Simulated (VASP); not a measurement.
Crystal: Zn2SnN2.

```xyz
5
Lattice="4.6448 0.0000 0.0000 -2.3224 4.0225 0.0000 0.0000 0.0000 4.5300" Properties=species:S:1:pos:R:3 pbc="T T T"
Zn    0.0000    2.6817    0.0000
Zn    2.3224    1.3408    0.0000
Sn    0.0000    0.0000    2.2650
N     0.0000    2.6817    2.2650
N     2.3224    1.3408    2.2650
```

The cell was built by a generator and needn't be a form met in nature.

| Item | Value |
| --- | --- |
| Program | VASP 6.6.1 |
| Task | relaxation of cell and atoms |
| Functional | PBE |
| Potentials or basis | VASP PAW PBE potentials, release 64 (Zn, Sn_d, N) |
| Cutoff | 520 eV |
| k mesh | 4 × 4 × 3 |
| Occupations | gaussian, width 0.15 eV |
| Spin | no spin polarisation |

At the start: pressure -11.3 GPa; volume 16.93 Å³/atom.

Where does the relaxation end?

Over 16 steps the energy falls by 351.2 meV/atom and the volume is 16.04 Å³/atom (-5.2 %); space group P6/mmm (No. 191, to 0.05 Å).

The path:
```csv
step,energy change (eV),largest force (eV/Å),pressure (GPa),volume (Å³)
1,0.0000,0.0000,-11.34,84.64
2,-1.0402,0.0000,-0.79,70.63
3,-1.1005,0.0000,4.98,67.30
4,-1.1014,0.0000,3.87,67.88
5,-1.2858,0.0000,6.97,68.77
6,-1.3329,0.0000,7.17,69.08
7,-1.4135,0.0000,12.31,69.55
8,-1.5089,0.0000,10.59,71.75
9,-1.5567,0.0000,9.59,74.18
10,-1.6979,0.0000,5.34,76.48
11,-1.7441,0.0000,0.93,78.97
12,-1.7441,0.0000,0.40,79.07
13,-1.7476,0.0000,0.83,79.40
14,-1.7549,0.0000,-0.61,80.38
15,-1.7557,0.0000,1.07,80.12
16,-1.7558,0.0000,0.14,80.21
```

Final structure:
```
Zn Sn N
1.0
     5.06783    0.00000    0.00000
    -2.53392    4.38887    0.00000
     0.00000    0.00000    3.60607
Zn Sn N
2 1 2
Direct
  0.33333 0.66667 0.00000
  0.66667 0.33333 0.00000
  0.00000 0.00000 0.50000
  0.33333 0.66667 0.50000
  0.66667 0.33333 0.50000
```

Caveat: the k mesh is coarse (spacing up to 0.46 Å⁻¹), so the values aren't converged.
